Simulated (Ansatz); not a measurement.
A set of 12 reactions (hydrogen abstraction), with CCSD(T)/CBS values in kJ/mol:

```csv
reaction,ΔE
`[OH][GeH2][OH]` + H• → `[O][GeH2][OH]`• + H₂,62.4
`N[SiH2]S[SiH2]N` + F• → `N[SiH]S[SiH2]N`• + H–F,-192.3
`O[SiH2][SiH2]O` + `[SiH3]`• → `O[SiH][SiH2]O`• + SiH₄,-9.4
`N[SiH2][SiH3]` + `[CH3]`• → `N[SiH][SiH3]`• + CH₄,-84.8
`CC(F)(F)F` + `[OH]`• → `[CH2]C(F)(F)F`• + H₂O,-51.0
`[OH][GeH2][OH]` + `[CH3]`• → `[O][GeH2][OH]`• + CH₄,50.8
`N[SiH2]S[SiH2]N` + `[SiH3]`• → `N[SiH]S[SiH2]N`• + SiH₄,-3.2
`[OH][GeH2][OH]` + Cl• → `[O][GeH2][OH]`• + HCl,72.5
`CC(F)(F)F` + Cl• → `[CH2]C(F)(F)F`• + HCl,28.0
`[SH][InH][SH]` + `F[C](F)F`• → `[SH][In][SH]`• + `FC(F)F`,-170.8
`C[N](C)[In]([Cl])[Cl]` + `[SiH3]`• → `[CH2][N](C)[In]([Cl])[Cl]`• + SiH₄,-94.4
`N#[C][GeH]([F])[Cl]` + Cl• → `N#[C][Ge]([F])[Cl]`• + HCl,-65.2
```

Isolated molecules relaxed with PBE0-D4/def2-TZVP in Ansatz; ΔE leaves out vibrations. CCSD(T)/CBS is the MP2 limit (def2-TZVPP, def2-QZVPP) plus CCSD(T) − MP2 in def2-TZVPP, frozen cores. This one scheme is used for every species, atoms too. DFT in def2-TZVPP. B3LYP here is the variant with VWN-RPA as its local correlation; programs differ in this. Open shells (•) are unrestricted, without spin–orbit coupling. Spin–orbit coupling would lower the free atoms: a little for Cl, F. def2 core potentials past Kr. Bonds to Ge, In are less sure, by a few kJ/mol each and by 10 to 20 or more in all where they break to atoms, as the def2 sets lack core-valence functions. Scalar relativity is left out up to krypton. Each species was taken in one conformer, which may not be the lowest.

Task: Give the mean, mean absolute and largest difference (level minus CCSD(T)/CBS, kJ/mol) for: r2SCAN-D4, PBE0-D4, B3LYP-D4, ωB97M-V, PBE, r2SCAN, B3LYP, MP2/def2-TZVPP, CCSD/def2-TZVPP, CCSD(T)/def2-TZVPP, HF/def2-QZVPP, HF/CBS(def2), MP2/CBS(def2), CCSD/CBS(def2). (Estimate.)

Result: The calculation gave: 
```tsv
level	mean	mean absolute	largest
r2SCAN-D4	-8.5	10.4	-24.2
PBE0-D4	-5.0	8.0	-17.4
B3LYP-D4	-8.9	10.1	-25.9
ωB97M-V	-3.2	7.2	14.5
PBE	-14.2	14.5	-36.5
r2SCAN	-8.7	10.5	-24.4
B3LYP	-9.2	10.2	-27.7
MP2/def2-TZVPP	4.8	10.3	34.8
CCSD/def2-TZVPP	3.3	7.4	21.1
CCSD(T)/def2-TZVPP	1.7	4.3	12.6
HF/def2-QZVPP	12.4	35.2	111.2
HF/CBS(def2)	12.4	35.2	110.9
MP2/CBS(def2)	3.1	13.8	41.8
CCSD/CBS(def2)	1.6	3.2	8.5
```

The largest T1 diagnostic in the set is 0.018, for `[SH][In][SH]`• (customary mark 0.045).

CCSD(T)/CBS is a level of theory with its own doubt, and the functionals carry their triple-zeta basis error, so these figures describe this set and don't rank the functionals.
